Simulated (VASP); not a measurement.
# As (Pm-3m) in VASP: further runs

The runs below take As through single point, with PBEsol.

Program: VASP 6.6.1. These are calculated values, not measurements. Logs are shortened: lines on timing, memory, paths and dates and some standing lists are left out, and cuts for length are marked.

## Step 1: The structure

Symmetry: Pm-3m, No. 221, cubic system. The conventional cell has a = 2.704 Å, b = 2.704 Å, c = 2.704 Å, α = 90.00°, β = 90.00°, γ = 90.00°. As (site symmetry m-3m) is surrounded by 6 As at 2.70 Å.

This isn't the form of As at room conditions, which is rhombohedral.

## Step 2: Single point, PBEsol

File INCAR:

```
PREC = Accurate ; ENCUT = 250
EDIFF = 1E-6 ; ISMEAR = 0
SIGMA = 0.05 ; LREAL = False
LASPH = True ; NELM = 100
ALGO = Normal ; ISIF = 2
LWAVE = False ; LCHARG = False
GGA = PS ; ADDGRID = False
```

File KPOINTS:

```
regular mesh
0
Gamma
  6 6 6
```

File POSCAR:

```
As
1.0
    2.7036817444      0.0000000000      0.0000000000
    0.0000000000      2.7036817444      0.0000000000
    0.0000000000      0.0000000000      2.7036817444
As
1
Direct
    0.5000000000      0.5000000000      0.5000000000
```

Potentials or basis: VASP PAW PBE potentials, release 64 (As).

Started as:

```
cat potpaw_PBE.64/As/POTCAR > POTCAR
mpirun -np 1 vasp_std > vasp.out
```

OUTCAR:

```text
PREC = Accurate
   ENCUT = 250
   EDIFF = 1E-6
   ISMEAR = 0
   LREAL = False
   LASPH = True
   NELM = 100
   ISIF = 2
   GGA = PS

 Found     20 irreducible k-points:

 Following reciprocal coordinates:
            Coordinates               Weight
  0.000000  0.000000  0.000000      1.000000
  0.166667  0.000000  0.000000      6.000000
  0.333333  0.000000  0.000000      6.000000
  0.500000  0.000000  0.000000      3.000000
  0.166667  0.166667  0.000000     12.000000
  0.333333  0.166667  0.000000     24.000000
   k-points           NKPTS =     20   k-points in BZ     NKDIM =     20   number of bands    NBANDS=      6
   number of dos      NEDOS =    301   number of ions     NIONS =      1
   total plane-waves  NPLWV =   2744
   dimension x,y,z NGX =    14 NGY =   14 NGZ =   14
   dimension x,y,z NGXF=    28 NGYF=   28 NGZF=   28
   ions per type =               1
   NGX,Y,Z   is equivalent  to a cutoff of   8.61,  8.61,  8.61 a.u.
   NGXF,Y,Z  is equivalent  to a cutoff of  17.22, 17.22, 17.22 a.u.
 SYSTEM =  unknown system
   PREC   = accura    normal or accurate (medium, high low for compatibility)
   ISTART =      0    job   : 0-new  1-cont  2-samecut
   ICHARG =      2    charge: 1-file 2-atom 10-const
   ISPIN  =      1    spin polarized calculation?
   LNONCOLLINEAR =      F non collinear calculations
   LSORBIT =      F    spin-orbit coupling
   LASPH  =      T    aspherical Exc in radial PAW
   ENCUT  =  250.0 eV  18.37 Ry    4.29 a.u.   3.49  3.49  3.49*2*pi/ulx,y,z
   NELM   =    100;   NELMIN=  2; NELMDL= -5     # of ELM steps
   EDIFF  = 0.1E-05   stopping-criterion for ELM
   LREAL  =      F    real-space projection
   EDIFFG = 0.1E-04   stopping-criterion for IOM
   NSW    =      0    number of steps for IOM
   IBRION =     -1    ionic relax: 0-MD 1-quasi-New 2-CG
   NFREE  =      0    steps in history (QN), initial steepest desc. (CG)
   ISIF   =      2    stress and relaxation
   ISYM   =      2    0-nonsym 1-usesym 2-fastsym
   POTIM  = 0.5000    time-step for ionic-motion
   TEBEG  =    0.0;   TEEND  =   0.0 temperature during run
   PSTRESS=    0.0 pullay stress
   NELECT =       5.0000    total number of electrons
   NUPDOWN=      -1.0000    fix difference up-down
   EMIN   =  10.00;   EMAX   =-10.00  energy-range for DOS
   EFERMI =   0.00;   METHOD = LEGACY
   ISMEAR =     0;   SIGMA  =   0.05  broadening in eV -4-tet -1-fermi 0-gaus
   EFERMI_NEDOS =   21; number of points for ismear=-14 and -15
   IALGO  =     38    algorithm
   IMIX   =      4    mixing-type and parameters
     AMIX     =   0.40;   BMIX     =  1.00
     AMIX_MAG =   1.60;   BMIX_MAG =  1.00
  volume/ion in A,a.u.               =      19.76       133.37
  Fermi-wavevector in a.u.,A,eV,Ry     =   1.035403  1.956627 14.586243  1.072059
  Thomas-Fermi vector in A             =   2.169744
   LORBIT       =      0    0 simple, 1 ext, 2 COOP (PROOUT), +10 PAW based schemes
   GGA     = PS    functional components
   LHFCALC =     F    Hartree Fock is set to
   AEXX    =    0.0000 exact exchange contribution
   IVDW    =     0    specifies the selected vdW correction
   LEPSILON=     F    determine dielectric tensor
   LRPA    =     F    only Hartree local field effects (RPA)
 non-spin polarized calculation
 Gauss-broadening in eV      SIGMA  =   0.05
  energy-cutoff  :      250.00
  volume of cell :       19.76
 maximum number of plane-waves:       187
 NGX is ok and might be reduce to    14
   NGX =  7   NGY =  7   NGZ =  7

 number of electron       5.0000002 magnetization

 Free energy of the ion-electron system (eV)
  ---------------------------------------------------
  ext. energy  EPLUGINS =         0.00000000
  ---------------------------------------------------
  free energy    TOTEN  =        -5.05597215 eV

  energy without entropy =       -5.05571600  energy(sigma->0) =       -5.05584407

 E-fermi :   6.1668     XC(G=0): -10.5556

 val. band max:        6.0876801944   @ k =   0.1667   0.1667   0.0000
 cond. band min:       6.2459338595   @ k =   0.5000   0.3333   0.3333
 fundamental gap:      0.1582536651
 Fermi energy:         6.1668070269

 k-point     1 :       0.0000    0.0000    0.0000
  band No.  band energies     occupation
      1      -9.1814      2.00000
      2       9.9579      0.00000
      3       9.9579      0.00000
      4       9.9579      0.00000
      5      14.3145      0.00000
      6      14.3145      0.00000

 k-point     2 :       0.1667    0.0000    0.0000
  band No.  band energies     occupation
      1      -8.6733      2.00000
      2       5.8449      2.00000
      3      10.3992      0.00000
      4      10.3992      0.00000
      5      14.7694      0.00000
      6      16.0160      0.00000

 k-point     3 :       0.3333    0.0000    0.0000
  band No.  band energies     occupation
      1      -7.2632      2.00000
      2       1.1978      2.00000
      3      11.5044      0.00000
      4      11.5044      0.00000
      5      16.0055      0.00000
      6      17.6143      0.00000

 k-point     4 :       0.5000    0.0000    0.0000
  band No.  band energies     occupation
      1      -6.0261      2.00000
      2      -1.1582      2.00000
      3      12.2621      0.00000
      4      12.2621      0.00000
      5      17.0244      0.00000
      6      19.8090      0.00000

 k-point     5 :       0.1667    0.1667    0.0000
  band No.  band energies     occupation
      1      -8.1652      2.00000
      2       6.0877      1.97478
      3       6.5666      0.00000
      4      10.8386      0.00000
      5      15.8416      0.00000
      6      19.7399      0.00000

 k-point     6 :       0.3333    0.1667    0.0000
  band No.  band energies     occupation
      1      -6.7543      2.00000
      2       1.6758      2.00000
      3       7.5892      0.00000
      4      11.9372      0.00000
      5      16.3920      0.00000
      6      17.7057      0.00000

 [... further k-points ...]
[... 5 lines left out ...]
  --------------------------------------------------------------------------------------
  -------------------------------------------------------------------------------------
  Total       -0.1742552     -0.1742552     -0.1742552      0.0000000     -0.0000000      0.0000000
  in kB      -14.1263407    -14.1263407    -14.1263407      0.0000000     -0.0000000      0.0000000
  external PRESSURE =     -14.1263407 kB  Pullay stress =       0.0000000 kB

 VOLUME and BASIS-vectors are now :
 -----------------------------------------------------------------------------
  energy-cutoff  :      250.00
  volume of cell :       19.76
      direct lattice vectors                 reciprocal lattice vectors
     2.703681744  0.000000000  0.000000000     0.369866018  0.000000000  0.000000000
     0.000000000  2.703681744  0.000000000     0.000000000  0.369866018  0.000000000
     0.000000000  0.000000000  2.703681744     0.000000000  0.000000000  0.369866018

 POSITION                                       TOTAL-FORCE (eV/Angst)
 -----------------------------------------------------------------------------------
      1.35184      1.35184      1.35184         0.000000      0.000000      0.000000
 -----------------------------------------------------------------------------------
    total drift:                                0.000000      0.000000      0.000000

  FREE ENERGIE OF THE ION-ELECTRON SYSTEM (eV)
  ---------------------------------------------------
  free  energy   TOTEN  =        -5.0559721488 eV

  energy  without entropy=       -5.0557159980  energy(sigma->0) =       -5.05584407
```

It used 2.1 s of CPU time on 1 thread of AMD EPYC 7R13 Processor (Zen 3) (shared host), which was overloaded at the time.

The run converged, but some of its settings lie outside the range that counts as converged, so its numbers aren't taken as properties of the crystal.

What came out:

```
Free energy            : -5.0560 eV
Pressure               : -1.4 GPa
Band gap on the k mesh : none (metal or under the smearing width)
```

Caveat: the k mesh is coarse (spacing up to 0.39 Å⁻¹), so the values aren't converged; the cutoff is under 1.25 times the usual one of these potentials, so pressure, stress and relaxed cells hold a basis-set (Pulay) error; the PAW data sets were made with another functional, which shifts forces and pressure a little.

## Step 3: Single point, PBEsol

Changes to INCAR since step 2:

```diff
@@ -1,2 +1,2 @@
-PREC = Accurate ; ENCUT = 250
+PREC = Accurate ; ENCUT = 600
 EDIFF = 1E-6 ; ISMEAR = 0
```

File KPOINTS:

```
regular mesh
0
Gamma
  4 4 4
```

POSCAR is that of step 2.

Potentials or basis: VASP PAW PBE potentials, release 64 (As).

Started as:

```
cat potpaw_PBE.64/As/POTCAR > POTCAR
mpirun -np 1 vasp_std > vasp.out
```

It used 2.3 s of CPU time on 1 thread of AMD EPYC 7R13 Processor (Zen 3), with other jobs on the host, which was overloaded at the time.

These settings aren't checked as converged: the numbers below hold their error.

What came out:

- Free energy: -4.5923 eV
- Pressure: -2.6 GPa
- Band gap on the k mesh: none (metal or under the smearing width)

Caveat: the k mesh is coarse (spacing up to 0.58 Å⁻¹), so the values aren't converged; the PAW data sets were made with another functional, which shifts forces and pressure a little.

## Step 4: Single point, PBEsol

Changes to INCAR since step 3:

```diff
@@ -1,2 +1,2 @@
-PREC = Accurate ; ENCUT = 600
+PREC = Accurate ; ENCUT = 200
 EDIFF = 1E-6 ; ISMEAR = 0
```

File KPOINTS:

```
regular mesh
0
Gamma
  7 7 7
```

POSCAR is that of step 3.

Potentials or basis: VASP PAW PBE potentials, release 64 (As).

Started as:

```
cat potpaw_PBE.64/As/POTCAR > POTCAR
mpirun -np 1 vasp_std > vasp.out
```

OUTCAR:

```text
PREC = Accurate
   ENCUT = 200
   EDIFF = 1E-6
   ISMEAR = 0
   LREAL = False
   LASPH = True
   NELM = 100
   ISIF = 2
   GGA = PS

 Found     20 irreducible k-points:

 Following reciprocal coordinates:
            Coordinates               Weight
  0.000000  0.000000  0.000000      1.000000
  0.142857  0.000000  0.000000      6.000000
  0.285714  0.000000  0.000000      6.000000
  0.428571  0.000000  0.000000      6.000000
  0.142857  0.142857  0.000000     12.000000
  0.285714  0.142857  0.000000     24.000000
   k-points           NKPTS =     20   k-points in BZ     NKDIM =     20   number of bands    NBANDS=      6
   number of dos      NEDOS =    301   number of ions     NIONS =      1
   total plane-waves  NPLWV =   1728
   dimension x,y,z NGX =    12 NGY =   12 NGZ =   12
   dimension x,y,z NGXF=    24 NGYF=   24 NGZF=   24
   ions per type =               1
   NGX,Y,Z   is equivalent  to a cutoff of   7.38,  7.38,  7.38 a.u.
   NGXF,Y,Z  is equivalent  to a cutoff of  14.76, 14.76, 14.76 a.u.
 SYSTEM =  unknown system
   PREC   = accura    normal or accurate (medium, high low for compatibility)
   ISTART =      0    job   : 0-new  1-cont  2-samecut
   ICHARG =      2    charge: 1-file 2-atom 10-const
   ISPIN  =      1    spin polarized calculation?
   LNONCOLLINEAR =      F non collinear calculations
   LSORBIT =      F    spin-orbit coupling
   LASPH  =      T    aspherical Exc in radial PAW
   ENCUT  =  200.0 eV  14.70 Ry    3.83 a.u.   3.12  3.12  3.12*2*pi/ulx,y,z
[... 49 lines left out ...]

 E-fermi :   5.7206     XC(G=0): -10.5560

 val. band max:        5.2657092611   @ k =   0.4286   0.2857   0.1429
 cond. band min:       5.7421297333   @ k =   0.4286   0.2857   0.2857
 fundamental gap:      0.4764204721
 Fermi energy:         5.7205504736

 k-point     1 :       0.0000    0.0000    0.0000
  band No.  band energies     occupation
      1      -9.1805      2.00000
      2       9.9710      0.00000
      3       9.9710      0.00000
      4       9.9710      0.00000
      5      14.3231      0.00000
      6      14.3231      0.00000
[... 37 lines left out ...]
 k-point     6 :       0.2857    0.1429    0.0000
  band No.  band energies     occupation
      1      -7.3594      2.00000
      2       2.7447      2.00000
      3       7.9180      0.00000
      4      11.4915      0.00000
      5      16.5593      0.00000
      6      18.3987      0.00000

 [... further k-points ...]
[... 5 lines left out ...]
  --------------------------------------------------------------------------------------
  -------------------------------------------------------------------------------------
  Total       -0.1638590     -0.1638590     -0.1638590      0.0000000      0.0000000     -0.0000000
  in kB      -13.2835494    -13.2835494    -13.2835494      0.0000000      0.0000000     -0.0000000
  external PRESSURE =     -13.2835494 kB  Pullay stress =       0.0000000 kB

 VOLUME and BASIS-vectors are now :
 -----------------------------------------------------------------------------
  energy-cutoff  :      200.00
  volume of cell :       19.76
      direct lattice vectors                 reciprocal lattice vectors
     2.703681744  0.000000000  0.000000000     0.369866018  0.000000000  0.000000000
     0.000000000  2.703681744  0.000000000     0.000000000  0.369866018  0.000000000
     0.000000000  0.000000000  2.703681744     0.000000000  0.000000000  0.369866018

 POSITION                                       TOTAL-FORCE (eV/Angst)
 -----------------------------------------------------------------------------------
      1.35184      1.35184      1.35184         0.000000      0.000000      0.000000
 -----------------------------------------------------------------------------------
    total drift:                                0.000000     -0.000000      0.000000

  FREE ENERGIE OF THE ION-ELECTRON SYSTEM (eV)
  ---------------------------------------------------
  free  energy   TOTEN  =        -5.0683936962 eV

  energy  without entropy=       -5.0667549086  energy(sigma->0) =       -5.06757430
```

OSZICAR:

```text
N       E                     dE             d eps       ncg     rms          rms(c)
DAV:   1     0.219009760879E+01    0.21901E+01   -0.12068E+03   252   0.279E+02
DAV:   2    -0.498787562416E+01   -0.71780E+01   -0.67634E+01   330   0.556E+01
DAV:   3    -0.507137344777E+01   -0.83498E-01   -0.83497E-01   282   0.733E+00
DAV:   4    -0.507146782221E+01   -0.94374E-04   -0.94374E-04   366   0.252E-01
DAV:   5    -0.507146782634E+01   -0.41235E-08   -0.33201E-08   270   0.129E-03    0.220E+00
DAV:   6    -0.506953053886E+01    0.19373E-02   -0.26436E-04   306   0.160E-01    0.130E+00
DAV:   7    -0.506837769891E+01    0.11528E-02   -0.75082E-04   264   0.263E-01    0.650E-02
DAV:   8    -0.506839322175E+01   -0.15523E-04   -0.23409E-05   306   0.429E-02    0.427E-03
DAV:   9    -0.506839369620E+01   -0.47445E-06   -0.36552E-07   288   0.548E-03
   1 F= -.50683937E+01 E0= -.50675743E+01  d E =-.163879E-02
```

stdout:

```text
POSCAR found type information on POSCAR As
 POSCAR found :  1 types and       1 ions
 scaLAPACK will be used
 -----------------------------------------------------------------------------
|                                                                             |
|                                                                             |
|     You enforced a specific xc type in the INCAR file but a different       |
|     I HOPE YOU KNOW WHAT YOU ARE DOING!                                     |
|                                                                             |
 -----------------------------------------------------------------------------

 LDA part: xc-table for (Slater+PW92), standard interpolation
 POSCAR, INCAR and KPOINTS ok, starting setup
 FFT: planning ... GRIDC
 FFT: planning ... GRID_SOFT
 FFT: planning ... GRID
 WAVECAR not read
 entering main loop
```

Wall time 7.5 s (1 thread of AMD EPYC 7R13 (Zen 3), shared host); peak memory 0.07 GiB.

The run converged, but a check on its numbers failed (symmetry, net force, bounds or a known fault of this set-up), so they aren't taken as properties of the crystal.

Caveat: the cutoff lies under the usual one of these potentials, so the numbers hold a large basis-set error; the PAW data sets were made with another functional, which shifts forces and pressure a little.

## Step 5: Single point, PBEsol

Changes to INCAR since step 4:

```diff
@@ -1,2 +1,2 @@
-PREC = Accurate ; ENCUT = 200
+PREC = Accurate ; ENCUT = 400
 EDIFF = 1E-6 ; ISMEAR = 0
```

File KPOINTS:

```
regular mesh
0
Gamma
  5 5 5
```

POSCAR is that of step 4.

Started as:

```
cat potpaw_PBE.64/As/POTCAR > POTCAR
mpirun -np 1 vasp_std > vasp.out
```

Wall time 7.8 s (1 thread of AMD EPYC 7R13 (Zen 3), shared host); peak memory 0.08 GiB.

These settings aren't checked as converged: the numbers below hold their error.

What came out:

| Quantity | Value |
| --- | --- |
| Free energy | -4.9067 eV |
| Pressure | -0.2 GPa |
| Band gap on the k mesh | none (metal or under the smearing width) |

Caveat: the k mesh is coarse (spacing up to 0.46 Å⁻¹), so the values aren't converged; the PAW data sets were made with another functional, which shifts forces and pressure a little.

## Step 6: Single point, PBEsol

Changes to INCAR since step 5:

```diff
@@ -2,3 +2,3 @@
 EDIFF = 1E-6 ; ISMEAR = 0
-SIGMA = 0.05 ; LREAL = False
+SIGMA = 0.5 ; LREAL = False
 LASPH = True ; NELM = 100
```

KPOINTS is that of step 5.

POSCAR is that of step 5.

Potentials or basis: VASP PAW PBE potentials, release 64 (As).

Started as:

```
cat potpaw_PBE.64/As/POTCAR > POTCAR
mpirun -np 1 vasp_std > vasp.out
```

Run time: 6.6 s. Hardware: 1 thread of AMD EPYC 7R13 (Zen 3), shared host; peak memory 0.07 GiB.

The run converged, but some of its settings lie outside the range that counts as converged, so its numbers aren't taken as properties of the crystal.

Results:

* Free energy: -4.9528 eV
* Pressure: -0.6 GPa
* Band gap on the k mesh: none (metal or under the smearing width)

Caveat: the k mesh is coarse (spacing up to 0.46 Å⁻¹), so the values aren't converged; the PAW data sets were made with another functional, which shifts forces and pressure a little.

## Step 7: For comparison

An earlier run on the cell as given: functional PBE; potentials or basis VASP PAW PBE potentials, release 64 (As); cutoff 520 eV; k mesh 10 × 10 × 10; occupations fermi-dirac, width 0.05 eV; no spin polarisation.

- Pressure: 2.4 GPa
- Band gap on the k mesh: none (metal or under the smearing width)
